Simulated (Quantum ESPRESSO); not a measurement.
**Fixed-spin-moment curve of FeCo**

Wanted: E(M) for FeCo from a parallel start.

Main program and level: Quantum ESPRESSO 7.5; PBE; plane waves with GBRV 1.5 PBE potentials, no spin-orbit coupling.

Report form: the programs' logs are mostly left out.

### 1. The starting structure

The structure is cubic, space group Pm-3m (No. 221). Conventional cell: a = 2.857 Å, b = 2.857 Å, c = 2.857 Å, α = 90.00°, β = 90.00°, γ = 90.00°. Nearest to Fe lie 8 Co at 2.47 Å. Co has 8 Fe at 2.47 Å nearest. Farther neighbours are not listed.

As a file:

```cif
data_structure
_symmetry_space_group_name_H-M 'P 1'
_symmetry_Int_Tables_number 1
_cell_length_a 2.8570
_cell_length_b 2.8570
_cell_length_c 2.8570
_cell_angle_alpha 90.000
_cell_angle_beta 90.000
_cell_angle_gamma 90.000
_cell_volume 23.32
loop_
_atom_site_label
_atom_site_type_symbol
_atom_site_fract_x
_atom_site_fract_y
_atom_site_fract_z
_atom_site_occupancy
Fe1 Fe 0.00000 0.00000 0.00000 1
Co2 Co 0.50000 0.50000 0.50000 1
```

The lattice constants were typed from memory of published values and not checked against a source.

### 2. No moment imposed

File pw.in:

```
&CONTROL
  calculation = 'scf'
  prefix = 'pwscf'
  outdir = './tmp'
  pseudo_dir = './pseudo'
  disk_io = 'nowf'
/
&SYSTEM
  ibrav = 0
  celldm(1) = 8
  nat = 2
  ntyp = 2
  ecutwfc = 40
  ecutrho = 280
  nbnd = 26
  occupations = 'smearing'
  smearing = 'fd'
  degauss = 0.00367493
  nspin = 2
  starting_magnetization(1) = 0.175
  starting_magnetization(2) = 0.1176
/
&ELECTRONS
  conv_thr = 4d-09
  electron_maxstep = 150
  mixing_beta = 0.3
/
ATOMIC_SPECIES
Fe     55.8450 fe_pbe_v1.5.uspp.F.UPF
Co     58.9332 co_pbe_v1.2.uspp.F.UPF
CELL_PARAMETERS alat
   0.6748684422570    0.0000000000000    0.0000000000000
   0.0000000000000    0.6748684422570    0.0000000000000
   0.0000000000000    0.0000000000000    0.6748684422570
ATOMIC_POSITIONS crystal
Fe      0.0000000000    0.0000000000    0.0000000000
Co      0.5000000000    0.5000000000    0.5000000000
K_POINTS automatic
12 12 12 0 0 0
```

On the command line:

```bash
OMP_NUM_THREADS=1 mpirun -n 4 pw.x -nk 4 -in pw.in > pw.out
```

Wall time 19 s (4 MPI ranks of Arm Neoverse V2, shared host); peak memory 0.29 GiB; 77 s of CPU time.

Spin moment in the atom's sphere by atom:

```
atom  spin moment in the atom's sphere (μB)
 Fe1                                   2.84
 Co2                                   1.86
```

Read from the output:

```
smearing term TS       : 0.009844 eV
magnetization          : 4.586 μB
absolute magnetization : 4.88 μB
final state            : ferromagnetic
```

### 3. Moment fixed at 0 μB

The two spin channels are filled to separate Fermi energies, so that the total moment meets the target. Half of the up one less the down one is the slope dE/dM.

Edit pw.in of step 2 so:

```diff
@@ -14,3 +14,3 @@
   ecutrho = 280
-  nbnd = 26
+  nbnd = 27
   occupations = 'smearing'
@@ -19,4 +19,5 @@
   nspin = 2
-  starting_magnetization(1) = 0.175
-  starting_magnetization(2) = 0.1176
+  starting_magnetization(1) = 0.0088
+  starting_magnetization(2) = 0.0059
+  tot_magnetization = 0
 /
```

Elapsed: 18 s, on 4 MPI ranks; peak memory 0.29 GiB; 71 s of CPU time.

Numbers from this step:

* magnetization: 0 μB
* absolute magnetization: 0 μB
* half the difference of the two Fermi energies: 0 meV
* largest moment: 0 μB

### 4. Moment fixed at 0.688 μB

Edit pw.in of step 3 so:

```diff
@@ -19,5 +19,5 @@
   nspin = 2
-  starting_magnetization(1) = 0.0088
-  starting_magnetization(2) = 0.0059
-  tot_magnetization = 0
+  starting_magnetization(1) = 0.0251
+  starting_magnetization(2) = 0.0169
+  tot_magnetization = 0.688
 /
```

Wall time 20 s (4 MPI ranks); peak memory 0.29 GiB.

Spin moment in the atom's sphere by atom:

```
atom  spin moment in the atom's sphere (μB)
 Fe1                                  0.512
 Co2                                  0.220
```

Read from the output:

```
magnetization                                 : 0.688 μB
absolute magnetization                        : 0.8 μB
half the difference of the two Fermi energies : -151 meV
```

### 5. Moment fixed at 1.376 μB

Edit pw.in of step 4 so:

```diff
@@ -19,5 +19,5 @@
   nspin = 2
-  starting_magnetization(1) = 0.0251
-  starting_magnetization(2) = 0.0169
-  tot_magnetization = 0.688
+  starting_magnetization(1) = 0.0502
+  starting_magnetization(2) = 0.0337
+  tot_magnetization = 1.376
 /
```

Elapsed: 21 s, on 4 MPI ranks; peak memory 0.29 GiB; 83 s of CPU time.

Numbers from this step:

| Property | Result |
| --- | --- |
| magnetization | 1.376 μB |
| absolute magnetization | 1.577 μB |
| half the difference of the two Fermi energies | -268.1 meV |
| largest moment | 0.8997 μB |

### 6. E(M)

The runs not shown differ in the target, the start and the number of states alone. The point at 4.59 μB is the free run, entered with slope zero.

Table of energy over the lowest by total spin moment:

| total spin moment (μB a cell) | energy over the lowest (meV a cell) |
| --- | --- |
| 0.00 | 1314 |
| 0.69 | 1262 |
| 1.38 | 1114 |
| 2.06 | 904 |
| 2.75 | 657 |
| 3.44 | 381 |
| 4.13 | 95.9 |
| 4.59 | 0 |
| 4.82 | 25.3 |
| 5.50 | 504 |
| 6.19 | 1540 |

The dE/dM by total spin moment:

```csv
total spin moment (μB a cell),dE/dM (meV/μB)
0.00,0.00832
0.69,-151
1.38,-268
2.06,-290
2.75,-385
3.44,-416
4.13,-348
4.59,0
4.82,236
5.50,1116
6.19,1891
```

The largest site moment by total spin moment:

```csv
total spin moment (μB a cell),largest site moment (μB)
0.00,3.4e-5
0.69,0.513
1.38,0.900
2.06,1.84
2.75,1.79
3.44,2.20
4.13,2.59
4.59,2.84
4.82,2.95
5.50,3.20
6.19,3.44
```

### 7. Summary of results

```
moment of the free run                              : 4.59 μB a cell
energy at zero total moment                         : 1314 meV a cell over the lowest
ΔE/ΔM² from the lowest point to 4.82 and to 4.13 μB : 483 and 455 meV/μB²
```

At zero total moment the site moments vanish, so the 1314 meV a cell is the energy of forming them. The points show one minimum alone. All runs start parallel; opposed orders may lie lower.

[Logs and program files are shortened in this print: banners, set-up blocks, solver, clock and traceback lines can be left out without a mark of their own.]

[Logs are printed without paths, hosts, clocks, repeated set-up lines and the standing remarks that a program may print on its own settings, such as how far it seeks lower states.]

[Hosts, paths, dates, database ids (printed as entryN), source tags and the programs' standing remarks are cut or masked in the printed files.]

[Where a cell is said to come from a database of computed structures, the database is the Materials Project.]
